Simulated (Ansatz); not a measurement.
## Nudged elastic band run: Si₁₆Mo₇

Input:

```yaml
crystal:
  lattice:
    - [6.408529, 0.0, 0.0]
    - [0.0, 6.408529, 0.0]
    - [0.0, 0.0, 7.816192]
  atoms:
    - { symbol: Si, position: [-0.00111422, -0.00035064, 0.66851805] }
    - { symbol: Si, position: [-0.0006415, -0.00011313, 0.33267172] }
    - { symbol: Mo, position: [-0.00103432, -0.00022043, 0.0006502] }
    - { symbol: Si, position: [0.49922225, -0.00027928, 0.66840414] }
    - { symbol: Si, position: [0.49909002, -0.00033116, 0.33282896] }
    - { symbol: Mo, position: [0.49901538, -0.00026923, 0.00064821] }
    - { symbol: Si, position: [-0.00100519, 0.49971648, 0.66610092] }
    - { symbol: Si, position: [-0.00081759, 0.4993541, 0.33532456] }
    - { symbol: Si, position: [0.243544, 0.25501737, 0.16306783] }
    - { symbol: Si, position: [0.24425631, 0.25480587, 0.83821905] }
    - { symbol: Mo, position: [0.24799034, 0.25111579, 0.50088579] }
    - { symbol: Si, position: [0.49928602, 0.50027715, 0.66842538] }
    - { symbol: Si, position: [0.49903256, 0.49999249, 0.33292107] }
    - { symbol: Mo, position: [0.49892989, 0.49979491, 0.00071397] }
    - { symbol: Si, position: [0.75399157, 0.25500363, 0.16301217] }
    - { symbol: Si, position: [0.75409768, 0.25506137, 0.8383953] }
    - { symbol: Mo, position: [0.75036876, 0.25108089, 0.50067206] }
    - { symbol: Si, position: [0.24291702, 0.74372886, 0.16279852] }
    - { symbol: Si, position: [0.24363999, 0.74454776, 0.83833145] }
    - { symbol: Mo, position: [0.24778357, 0.74864129, 0.50073813] }
    - { symbol: Si, position: [0.75420747, 0.74458261, 0.16291995] }
    - { symbol: Si, position: [0.75503118, 0.74375842, 0.83844689] }
    - { symbol: Mo, position: [0.75060612, 0.74867517, 0.50043979] }
basis:
  ecutwfc: 420.0
kpoints:
  mp_grid: { grid: [2, 2, 2] }
hamiltonian:
  xc: pbe
  pseudopotentials: { kind: paw, azcp: { folder: soft_1 } }
scf:
  occupations: { method: gaussian, width: 0.05 }
  lower_state_search: "off"
neb:
  images: 5
  f_tol: 0.03
  initial_path: idpp
  max_iterations: 80
  spring: 2.0
  final_atoms:
    - { symbol: Si, position: [0.0, 0.0, 0.66557447] }
    - { symbol: Si, position: [0.0, 0.0, 0.33442553] }
    - { symbol: Mo, position: [0.0, 0.5, 0.0] }
    - { symbol: Si, position: [0.5, 0.0, 0.66782127] }
    - { symbol: Si, position: [0.5, 0.0, 0.33217873] }
    - { symbol: Mo, position: [0.5, 0.0, 0.0] }
    - { symbol: Si, position: [0.0, 0.5, 0.66782127] }
    - { symbol: Si, position: [0.0, 0.5, 0.33217873] }
    - { symbol: Si, position: [0.24460143, 0.24460143, 0.16223567] }
    - { symbol: Si, position: [0.24460143, 0.24460143, 0.83776433] }
    - { symbol: Mo, position: [0.24869801, 0.24869801, 0.5] }
    - { symbol: Si, position: [0.5, 0.5, 0.66773548] }
    - { symbol: Si, position: [0.5, 0.5, 0.33226452] }
    - { symbol: Mo, position: [0.5, 0.5, 0.0] }
    - { symbol: Si, position: [0.75539857, 0.24460143, 0.16223567] }
    - { symbol: Si, position: [0.75539857, 0.24460143, 0.83776433] }
    - { symbol: Mo, position: [0.75130199, 0.24869801, 0.5] }
    - { symbol: Si, position: [0.24460143, 0.75539857, 0.16223567] }
    - { symbol: Si, position: [0.24460143, 0.75539857, 0.83776433] }
    - { symbol: Mo, position: [0.24869801, 0.75130199, 0.5] }
    - { symbol: Si, position: [0.75539857, 0.75539857, 0.16223567] }
    - { symbol: Si, position: [0.75539857, 0.75539857, 0.83776433] }
    - { symbol: Mo, position: [0.75130199, 0.75130199, 0.5] }
  order_check: true
```

Command:

```bash
$ ansatz run input.yaml --threads 2 --pin off --max-ram 5120MiB --backend cpu --events-out ev --progress --plain --runs-dir out
```

Output, in part (warnings, iteration lines):

```
NEB end point (image 0): max|allowed force component| = 2.022e-2 eV/Å (the criterion of neb.relax_end_points is 1.000e-2)
NEB end point (image 6): max|allowed force component| = 3.966e-3 eV/Å (the criterion of neb.relax_end_points is 1.000e-2)
NEB iter   1: max|band force component| = 6.056e0 eV/Å  barrier→ = 8.1261 eV  barrier← = 8.1265 eV  Δτ_max = 0.2000 Å  (63 SCF iters)
NEB iter   2: max|band force component| = 1.434e0 eV/Å  barrier→ = 6.4831 eV  barrier← = 6.4835 eV  Δτ_max = 0.0861 Å  (38 SCF iters)
NEB iter   3: max|band force component| = 4.023e-1 eV/Å  barrier→ = 6.2481 eV  barrier← = 6.2485 eV  CI = image 3  Δτ_max = 0.0346 Å  (32 SCF iters)
NEB iter   4: max|band force component| = 2.917e-1 eV/Å  barrier→ = 6.2198 eV  barrier← = 6.2202 eV  CI = image 3  Δτ_max = 0.0526 Å  (30 SCF iters)
NEB iter   5: max|band force component| = 2.185e-1 eV/Å  barrier→ = 6.1953 eV  barrier← = 6.1957 eV  CI = image 3  Δτ_max = 0.0797 Å  (30 SCF iters)
NEB iter   6: max|band force component| = 1.292e-1 eV/Å  barrier→ = 6.1570 eV  barrier← = 6.1575 eV  CI = image 3  Δτ_max = 0.0525 Å  (30 SCF iters)
NEB iter   7: max|band force component| = 1.464e-1 eV/Å  barrier→ = 6.1464 eV  barrier← = 6.1468 eV  CI = image 3  Δτ_max = 0.0115 Å  (30 SCF iters)
NEB iter   8: max|band force component| = 6.380e-2 eV/Å  barrier→ = 6.1443 eV  barrier← = 6.1447 eV  CI = image 3  Δτ_max = 0.0063 Å  (30 SCF iters)
NEB iter   9: max|band force component| = 2.665e-2 eV/Å  barrier→ = 6.1438 eV  barrier← = 6.1442 eV  CI = image 3  Δτ_max = 0.0000 Å  (278 SCF iters)
```

The run converged. Neighbouring images differ by up to 3.3 eV, so the band resolves the path poorly. By the program's own check the climbing image is a first-order saddle point (lowest curvatures found: -2.57 and 2.16 eV/Å²). Limits of this set-up: coarse k mesh.

Final band (atoms are numbered from 1 in the order of the input):

```tsv
image	path coordinate (Å)	energy (eV)	Si1–Mo3 (Å)	Si2–Mo3 (Å)	Mo3–Mo6 (Å)
0	0.00	0.00	2.60	2.60	3.20
1	0.64	1.49	2.66	2.57	3.18
2	1.28	4.81	2.87	2.60	3.20
3	1.93	6.14	3.24	2.71	3.32
4	2.57	4.81	3.46	3.17	3.74
5	3.21	1.48	3.80	3.68	4.21
6	3.86	0.00	4.14	4.14	4.53
```

Time of the run: 11 min on 2 threads of Arm Neoverse V1 (shared host), peak memory 1.5 GiB.
